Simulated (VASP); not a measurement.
## TaS2: single point with PBE

The system is TaS2.

```xyz
3
Lattice="3.3500 0.0000 0.0000 -1.6750 2.9012 0.0000 0.0000 0.0000 5.8600" Properties=species:S:1:pos:R:3 pbc="T T T"
Ta    0.0000    0.0000    0.0000
S     1.6750    0.9671    4.3950
S     0.0000    1.9341    1.4650
```

* Program: VASP 6.6.1
* Task: single point
* Functional: PBE
* Potentials or basis: VASP PAW PBE potentials, release 64 (Ta_sv_GW, S_GW)
* Cutoff: 500 eV
* k mesh: 4 × 4 × 2
* Occupations: gaussian, width 0.02 eV
* Spin: no spin polarisation

The pressure is 9.5 GPa. The largest force is 1.201 eV/Å and the band gap on the k mesh is none (metal or under the smearing width).

Forces on the atoms (eV/Å):
```
Ta   0.000  0.000  0.000
S    0.000  0.000 -1.201
S    0.000  0.000  1.201
```

Stress tensor (GPa, compression positive):
```
 8.04  0.00  0.00
 0.00  8.04  0.00
 0.00  0.00 12.39
```

Levels at points of the mesh, in eV from the Fermi level:
```
           k point  band 8  band 9  band 10  band 11  band 12  band 13  band 14  band 15  band 16
(0.00, 0.00, 0.00)   -3.85   -3.85    -0.90    -0.34    -0.34     0.42     0.42     0.69     4.52
(0.50, 0.00, 0.00)   -4.19   -4.08    -3.68    -3.02    -1.82    -0.38     2.83     3.38     4.95
(0.00, 0.00, 0.50)   -3.82   -3.82    -3.12    -0.48    -0.48     0.39     0.39     1.66     4.94
(0.50, 0.00, 0.50)   -4.82   -3.96    -3.81    -1.81    -1.54    -0.83     2.82     3.37     4.85
```

Run time: 13 s on 1 thread of Intel(R) Xeon(R) Platinum 8488C (Sapphire Rapids), with other jobs on the host, peak memory 0.16 GiB.

Caveat: the k mesh is coarse (spacing up to 0.54 Å⁻¹), so the values aren't converged; this functional lacks dispersion, which binds the layers, so the pressure and a relaxed spacing across them are unreliable; forces of over 1 eV/Å show positions far from the minimum, so gaps and moduli don't describe the material at rest. The run has no spin-orbit coupling, so splittings on Ta are missing.
